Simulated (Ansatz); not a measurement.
# PtS2 (P-3m1) in Ansatz: further runs

The runs below take PtS2 through single point, equation of state, with PBEsol.

Everything below comes from runs of Ansatz 0.2.0. Logs are shortened: lines on timing, memory, paths and dates and some standing lists are left out, and cuts for length are marked.

### Step 1. The structure

The structure is trigonal, space group P-3m1 (No. 164). Conventional cell: a = 3.543 Å, b = 3.543 Å, c = 5.039 Å, α = 90.00°, β = 90.00°, γ = 120.00°. Pt (site symmetry -3m) has 6 S at 2.34 Å as nearest neighbours. Around S (site symmetry 3m) lie 3 Pt at 2.34 Å.

### Step 2. Single point, PBEsol, 17.17 Å³/atom (volume scaled by 0.94)

Input file input.yaml:

```yaml
crystal:
  lattice:
    - [3.4708695004, 0.0, 0.0]
    - [-1.7354347502, 3.0058611606, 0.0]
    - [0.0, 0.0, 4.9359384846]
  atoms:
    - { symbol: Pt, position: [0.0, 0.0, 0.0] }
    - { symbol: S, position: [0.6666666667, 0.3333333333, 0.773] }
    - { symbol: S, position: [0.3333333333, 0.6666666667, 0.227] }
kpoints:
  mp_grid: { grid: [9, 9, 5] }
scf:
  occupations: { method: fermi_dirac, width: 0.05 }
hamiltonian:
  xc: pbesol
  pseudopotentials: { kind: all_electron, lapw: { basis_error: 0.002 } }
output:
  forces: true
  stress: true
  eigenvalues: true
```

Potentials or basis: all-electron LAPW, scalar-relativistic.

Launch:

```sh
$ ansatz run input.yaml --threads 2 --pin off --max-ram 6144MiB --backend cpu --events-out ev --progress --plain --runs-dir out
```

The log of the run:

```text
Warning: RAYON_NUM_THREADS=2 ignored (pool sized by the plan → 2); use --threads N
LAPW: plane waves up to 8.711 Å⁻¹, error target 2.0e-3 eV per atom; small_component_spin mean_spin; S in spheres of 0.990 Å, 14 of its electrons in bands, Dirac shells []; Pt in spheres of 1.306 Å, 42 of its electrons in bands, Dirac shells [] (how accurate: hamiltonian.pseudopotentials.lapw.basis_error, Limitations)
Engine: ansatz 0.2.0, aarch64-unknown-linux-gnu
Pseudopotentials: kind: all_electron
Pseudopotential: Pt, LAPW, valence charge 42, lapw/all_electron/scalar/gaussian/Pt, Koelling and Harmon's equation, gaussian nucleus
Pseudopotential: S, LAPW, valence charge 14, lapw/all_electron/scalar/gaussian/S, Koelling and Harmon's equation, gaussian nucleus
Functional definition: PBEsol
  exchange = pbesol_x
  correlation = pbesol_c
Crystal: 3 atoms, lattice volume = 51.496 Å³
Basis set: ecut = 289.1211437189876 eV, 577 PW (Γ), exchange–correlation at level 2
Bands: 42, of which v1, the nominal top of the filled ones, is band 35 counted from 1 (34 counted from 0)
Symmetry: 12 space group operations
Space group: P-3m1 (ITA 164), of the structure as read, at distance tolerance 3.7e-5 Å
k-points: 50 of 405
Non-local potential: Pt, projectors of the file, none
Non-local potential: S, projectors of the file, none
Initial density: superposition of atomic densities (chi_scale 0.1, normalization cell, long waves kept (reshape's long-wave potential 0.02 eV rms))
Initial wavefunctions: plane waves of lowest kinetic energy (no species holds an atomic orbital)
Functional: x = pbesol(κ = 0.804, μ = 0.12345679012345678), c = pbesol(β = 0.046)
iter 1 solved again at ethr=3.75e-3 eV; its pass at ethr=1.00e-1 eV (dr2=2.62e0 eV) is discarded
SCF iter   1: F=—  HF=-522511.534356 eV  |F-HF|=—  |Δ(HF+E_count)|=         —  Δρ=5.96e-2  dr2=2.62e0  ethr=3.75e-3  ⟨swp⟩=2.0  Hψ=13777  notcnv=0
preconditioner: auto → Resta (q_TF=auto, 2.872 Å⁻¹)  ε∞=4.9  [insulator: Δε(μ)=1.481 eV  Ē_g=12.234 eV  σ=0.050 eV  W_gap=1.00  n_scr=22 (ndim 8)  ℏωp=24.3 eV  f_vac=0.140  D(μ)=0.00/eV (n_scr^D=0)  ε∞_Penn≈4.9]
SCF iter   2: F=—  HF=-522510.686900 eV  |F-HF|=—  |Δ(HF+E_count)|=   8.47e-1  Δρ=2.99e-2  dr2=7.70e-1  ethr=3.75e-3  ⟨swp⟩=3.0  Hψ=6373  notcnv=0
iter 3 solved again at ethr=1.05e-4 eV; its pass at ethr=1.10e-3 eV (dr2=7.34e-2 eV) is discarded
SCF iter   3: F=—  HF=-522510.158434 eV  |F-HF|=—  |Δ(HF+E_count)|=   5.28e-1  Δρ=1.44e-2  dr2=7.34e-2  ethr=1.05e-4  ⟨swp⟩=2.0  Hψ=10437  notcnv=0
SCF iter   4: F=—  HF=-522510.146368 eV  |F-HF|=—  |Δ(HF+E_count)|=         —  Δρ=4.24e-3  dr2=1.08e-2  ethr=1.05e-4  ⟨swp⟩=2.0  Hψ=6000  notcnv=0
the basis was enlarged: its passes take 3.9 MiB over the memory plan, 2 of 2 planned eigensolver slots
SCF iter   5: F=—  HF=-522510.141679 eV  |F-HF|=—  |Δ(HF+E_count)|=   4.69e-3  Δρ=1.30e-3  dr2=1.09e-3  ethr=1.54e-5  ⟨swp⟩=2.0  Hψ=5886  notcnv=0
SCF iter   6: F=—  HF=-522510.141980 eV  |F-HF|=—  |Δ(HF+E_count)|=   3.01e-4  Δρ=4.25e-4  dr2=1.24e-4  ethr=1.56e-6  ⟨swp⟩=2.3  Hψ=5895  notcnv=0
SCF iter   7: F=—  HF=-522510.142004 eV  |F-HF|=—  |Δ(HF+E_count)|=   2.43e-5  Δρ=1.44e-4  dr2=1.56e-5  ethr=1.77e-7  ⟨swp⟩=3.0  Hψ=6013  notcnv=0
SCF iter   8: F=—  HF=-522510.142008 eV  |F-HF|=—  |Δ(HF+E_count)|=   4.20e-6  Δρ=3.33e-5  dr2=7.22e-7  ethr=2.23e-8  ⟨swp⟩=3.0  Hψ=5999  notcnv=0
SCF iter   9: F=-522510.142009 eV  HF=-522510.142009 eV  |F-HF|=7.28e-9  |Δ(HF+E_count)|=   7.77e-7  Δρ=5.57e-6  dr2=2.88e-8  ethr=1.03e-9  ⟨swp⟩=3.0  Hψ=6229  notcnv=0
SCF 1 converged in 9 iterations: F = -522510.142009 eV  dr2 = 2.88e-8
SCF converged after 9 iterations
Free energy (F): -522510.142009 eV
Harris-Foulkes:  -522510.142009 eV  (|F-HF|=7.28e-9)
Internal energy: -522510.142005 eV  (E = F + TS)
E sigma→0 (E₀):  -522510.142007 eV
Entropy (-TS):   -0.000004 eV (-0.001 meV/atom)
Fermi energy:    14.828223 eV
--- Per-component energies (eV) ---
  E_band       = -6290.255477
  E_kinetic    = 590479.735222
  E_xc         = -10917.002239
  E_electrostatic = -1102072.874988  (all electrons and nuclei)
  E_smearing   = -0.000004  (= −TS)
  E_closure    = -0.000000  (closes the sum)
  E_atoms      = -522493.508702  (free atoms, spherical and without spin; not in F)
  Σ components = -522510.142009   (vs F -522510.142009, Δ=0.00e0)
  Basis errors (estimates in eV, not in F): energy 9.7e-4 per atom: plane waves 8.9e-4 (5.2e-4 summed), levels above the bands 2.0e-85, relativity 5.3e-8, radial functions 8.2e-5, core shells 6.7e-7; eigenvalues (radial functions only) 2.5e-6; not estimated: angular momenta, meshes, grids; target (lapw.basis_error) 2.0e-3; muffin-tin radii S 0.990 Å, Pt 1.306 Å
--- Forces (eV/Å), atoms counted from 1 ---
  atom   1  Pt    -0.00000000     0.00000000     0.00000000
  atom   2  S     -0.00000000    -0.00000000    -2.00443838
  atom   3  S      0.00000000     0.00000000     2.00443838
  max |Σ_I F_I| component: 2.11e-30 eV/Å
--- Stress (GPa, compression-positive) ---
       20.573193      -0.000000       0.000000
       -0.000000      20.573193       0.000000
        0.000000       0.000000      14.108576
  P = ⅓ Tr σ = 18.4183 GPa (184.183 kbar)
--- Band table (eV; the first three rows and the last of 50) ---
  k-point 0: bands = ["-290.1297", "-290.1297", "-290.0068", "-290.0068", "-289.9864", "-191.4338", "-191.4338", "-136.5129", "-136.5129", "-136.5128", "-136.5128", "-136.4472", "-136.4471", "-85.5143", "-54.0760", "-54.0538", "-54.0538", "-54.0202", "-53.9719", "-53.9719", "-53.8951", "-39.7696", "-39.7696", "-39.5974", "-1.8939", "1.8204", "6.6498", "6.6498", "6.7998", "9.9098", "9.9098", "12.3800", "13.1062", "13.1062", "14.1182", "16.9402", "16.9402", "18.8743", "20.4347", "22.0271", "22.0271", "26.4953"]
  k-point 1: bands = ["-290.1297", "-290.1297", "-290.0068", "-290.0068", "-289.9864", "-191.4338", "-191.4338", "-136.5129", "-136.5129", "-136.5129", "-136.5129", "-136.4472", "-136.4471", "-85.5143", "-54.0760", "-54.0538", "-54.0538", "-54.0202", "-53.9719", "-53.9719", "-53.8951", "-39.7696", "-39.7696", "-39.5974", "-1.8020", "1.5278", "6.6568", "6.6568", "7.2546", "9.9001", "9.9001", "12.1889", "13.0328", "13.0328", "13.8494", "17.1243", "17.1243", "18.9589", "21.0714", "21.9520", "21.9520", "25.4411"]
  k-point 2: bands = ["-290.1297", "-290.1297", "-290.0068", "-290.0068", "-289.9864", "-191.4338", "-191.4338", "-136.5129", "-136.5129", "-136.5128", "-136.5128", "-136.4472", "-136.4471", "-85.5143", "-54.0760", "-54.0538", "-54.0538", "-54.0202", "-53.9719", "-53.9719", "-53.8951", "-39.7696", "-39.7696", "-39.5975", "-1.6284", "1.0774", "6.6682", "6.6682", "8.0638", "9.8850", "9.8850", "11.6717", "12.9198", "12.9198", "13.5305", "17.4451", "17.4451", "19.3889", "21.7660", "21.7660", "21.8988", "24.0504"]
  k-point 49: bands = ["-290.1297", "-290.1297", "-290.0068", "-290.0068", "-289.9864", "-191.4338", "-191.4338", "-136.5128", "-136.5128", "-136.5128", "-136.5128", "-136.4471", "-136.4471", "-85.5135", "-54.0759", "-54.0538", "-54.0538", "-54.0204", "-53.9720", "-53.9720", "-53.8951", "-39.7925", "-39.7925", "-39.5928", "0.6944", "0.6944", "7.1595", "7.1595", "7.2677", "9.6034", "9.6034", "10.3154", "10.5612", "12.3137", "12.3137", "16.5349", "16.5349", "21.5619", "22.1415", "22.4972", "22.4972", "24.8710"]
```

Wall time 14 s (2 threads of Arm Neoverse V2, shared host); peak memory 0.43 GiB.

Results:

```yaml
Free_energy: -522510.1420 eV
Pressure: 18.4 GPa
Largest_force: 2.004 eV/Å
Band_gap_on_the_k_mesh: 1.01 eV, indirect (least direct gap 1.06 eV)
```

Caveat: spin-orbit coupling is left out, which moves the levels of the heavy elements; an odd mesh through Γ misses points on the zone boundary, where band edges often lie; forces of over 1 eV/Å show positions far from the minimum, so gaps and moduli don't describe the material at rest.

### Step 3. Single point, PBEsol, 17.53 Å³/atom (volume scaled by 0.96)

Edit input.yaml of step 2 so:

```diff
@@ -2,5 +2,5 @@
   lattice:
-    - [3.4708695004, 0.0, 0.0]
-    - [-1.7354347502, 3.0058611606, 0.0]
-    - [0.0, 0.0, 4.9359384846]
+    - [3.4953130487, 0.0, 0.0]
+    - [-1.7476565244, 3.0270298944, 0.0]
+    - [0.0, 0.0, 4.9706997601]
   atoms:
```

Potentials or basis: all-electron LAPW, scalar-relativistic.

Launch:

```sh
$ ansatz run input.yaml --threads 2 --pin off --max-ram 6144MiB --backend cpu --events-out ev --progress --plain --runs-dir out
```

Run time: 14 s. Hardware: 2 threads of Arm Neoverse V2, shared host; peak memory 0.44 GiB.

The run converged. Its results:

- Free energy: -522510.2524 eV
- Pressure: 14.0 GPa
- Largest force: 1.624 eV/Å
- Band gap on the k mesh: 1.00 eV, indirect (least direct gap 1.04 eV)

Caveat: spin-orbit coupling is left out, which moves the levels of the heavy elements; an odd mesh through Γ misses points on the zone boundary, where band edges often lie; forces of over 1 eV/Å show positions far from the minimum, so gaps and moduli don't describe the material at rest.

### Step 4. Single point, PBEsol, 17.90 Å³/atom (volume scaled by 0.98)

Edit input.yaml of step 3 so:

```diff
@@ -2,5 +2,5 @@
   lattice:
-    - [3.4953130487, 0.0, 0.0]
-    - [-1.7476565244, 3.0270298944, 0.0]
-    - [0.0, 0.0, 4.9706997601]
+    - [3.5194194177, 0.0, 0.0]
+    - [-1.7597097089, 3.0479066223, 0.0]
+    - [0.0, 0.0, 5.0049815314]
   atoms:
```

Launch:

```sh
$ ansatz run input.yaml --threads 2 --pin off --max-ram 6144MiB --backend cpu --events-out ev --progress --plain --runs-dir out
```

It took 14 s on 2 threads of Arm Neoverse V2, shared host; peak memory 0.43 GiB.

Results (log left out):

```
Free energy            : -522510.3339 eV
Pressure               : 10.0 GPa
Largest force          : 1.273 eV/Å
Band gap on the k mesh : 0.98 eV, indirect (least direct gap 1.02 eV)
```

Caveat: spin-orbit coupling is left out, which moves the levels of the heavy elements; an odd mesh through Γ misses points on the zone boundary, where band edges often lie; forces of over 1 eV/Å show positions far from the minimum, so gaps and moduli don't describe the material at rest.

### Step 5. Single point, PBEsol, 18.26 Å³/atom

Edit input.yaml of step 4 so:

```diff
@@ -2,5 +2,5 @@
   lattice:
-    - [3.5194194177, 0.0, 0.0]
-    - [-1.7597097089, 3.0479066223, 0.0]
-    - [0.0, 0.0, 5.0049815314]
+    - [3.5432, 0.0, 0.0]
+    - [-1.7716, 3.0685012107, 0.0]
+    - [0.0, 0.0, 5.0388]
   atoms:
```

Launch:

```sh
$ ansatz run input.yaml --threads 2 --pin off --max-ram 6144MiB --backend cpu --events-out ev --progress --plain --runs-dir out
```

It took 14 s on 2 threads of Arm Neoverse V2, shared host; peak memory 0.44 GiB.

It converged, with:

```
Free energy            : -522510.3896 eV
Pressure               : 6.4 GPa
Largest force          : 0.951 eV/Å
Band gap on the k mesh : 0.96 eV, indirect (least direct gap 1.00 eV)
```

Caveat: spin-orbit coupling is left out, which moves the levels of the heavy elements; an odd mesh through Γ misses points on the zone boundary, where band edges often lie.

### Step 6. Single point, PBEsol, 18.63 Å³/atom (volume scaled by 1.02)

Edit input.yaml of step 5 so:

```diff
@@ -2,5 +2,5 @@
   lattice:
-    - [3.5432, 0.0, 0.0]
-    - [-1.7716, 3.0685012107, 0.0]
-    - [0.0, 0.0, 5.0388]
+    - [3.5666655845, 0.0, 0.0]
+    - [-1.7833327923, 3.088823003, 0.0]
+    - [0.0, 0.0, 5.0721705089]
   atoms:
```

Potentials or basis: all-electron LAPW, scalar-relativistic.

Launch:

```sh
$ ansatz run input.yaml --threads 2 --pin off --max-ram 6144MiB --backend cpu --events-out ev --progress --plain --runs-dir out
```

Run time: 14 s. Hardware: 2 threads of Arm Neoverse V2, shared host; peak memory 0.43 GiB.

It converged, with:

```yaml
Free_energy: -522510.4222 eV
Pressure: 3.2 GPa
Largest_force: 0.653 eV/Å
Band_gap_on_the_k_mesh: 0.94 eV, indirect (least direct gap 0.98 eV)
```

Caveat: spin-orbit coupling is left out, which moves the levels of the heavy elements; an odd mesh through Γ misses points on the zone boundary, where band edges often lie.

### Step 7. Single point, PBEsol, 18.99 Å³/atom (volume scaled by 1.04)

Edit input.yaml of step 6 so:

```diff
@@ -2,5 +2,5 @@
   lattice:
-    - [3.5666655845, 0.0, 0.0]
-    - [-1.7833327923, 3.088823003, 0.0]
-    - [0.0, 0.0, 5.0721705089]
+    - [3.5898263996, 0.0, 0.0]
+    - [-1.7949131998, 3.1088808573, 0.0]
+    - [0.0, 0.0, 5.105107604]
   atoms:
```

Launch:

```sh
$ ansatz run input.yaml --threads 2 --pin off --max-ram 6144MiB --backend cpu --events-out ev --progress --plain --runs-dir out
```

Run time: 14 s. Hardware: 2 threads of Arm Neoverse V2, shared host; peak memory 0.42 GiB.

It converged, with:

```
Free energy            : -522510.4341 eV
Pressure               : 0.3 GPa
Largest force          : 0.379 eV/Å
Band gap on the k mesh : 0.92 eV, indirect (least direct gap 0.96 eV)
```

Caveat: spin-orbit coupling is left out, which moves the levels of the heavy elements; an odd mesh through Γ misses points on the zone boundary, where band edges often lie.

### Step 8. Single point, PBEsol, 19.36 Å³/atom (volume scaled by 1.06)

Edit input.yaml of step 7 so:

```diff
@@ -2,5 +2,5 @@
   lattice:
-    - [3.5898263996, 0.0, 0.0]
-    - [-1.7949131998, 3.1088808573, 0.0]
-    - [0.0, 0.0, 5.105107604]
+    - [3.6126921524, 0.0, 0.0]
+    - [-1.8063460762, 3.12868318, 0.0]
+    - [0.0, 0.0, 5.1376250896]
   atoms:
```

Launch:

```sh
$ ansatz run input.yaml --threads 2 --pin off --max-ram 6144MiB --backend cpu --events-out ev --progress --plain --runs-dir out
```

Run time: 14 s. Hardware: 2 threads of Arm Neoverse V2, shared host; peak memory 0.42 GiB.

Results (log left out):

| Property | Result |
| --- | --- |
| Free energy | -522510.4275 eV |
| Pressure | -2.2 GPa |
| Largest force | 0.126 eV/Å |
| Band gap on the k mesh | 0.90 eV, indirect (least direct gap 0.94 eV) |

Caveat: spin-orbit coupling is left out, which moves the levels of the heavy elements; an odd mesh through Γ misses points on the zone boundary, where band edges often lie.

### Step 9. Equation of state, PBEsol

Potentials or basis: all-electron LAPW, scalar-relativistic.

No new run: the results of the series are fitted here.

Results:

```
Equilibrium volume                        : 19.04 Å³/atom
Bulk modulus at fixed shape and positions : 139 GPa
Pressure derivative of the bulk modulus   : 4.7
```

Energy against volume, from the lowest point:
| volume (Å³/atom) | energy (meV/atom) |
| --- | --- |
| 17.165 | 97.36 |
| 17.531 | 60.57 |
| 17.896 | 33.41 |
| 18.261 | 14.84 |
| 18.626 | 3.97 |
| 18.992 | 0.00 |
| 19.357 | 2.19 |

Caveat: the cell was scaled at fixed shape and fractional positions, which overstates the stiffness of a crystal with free parameters, most of all of layers and chains.
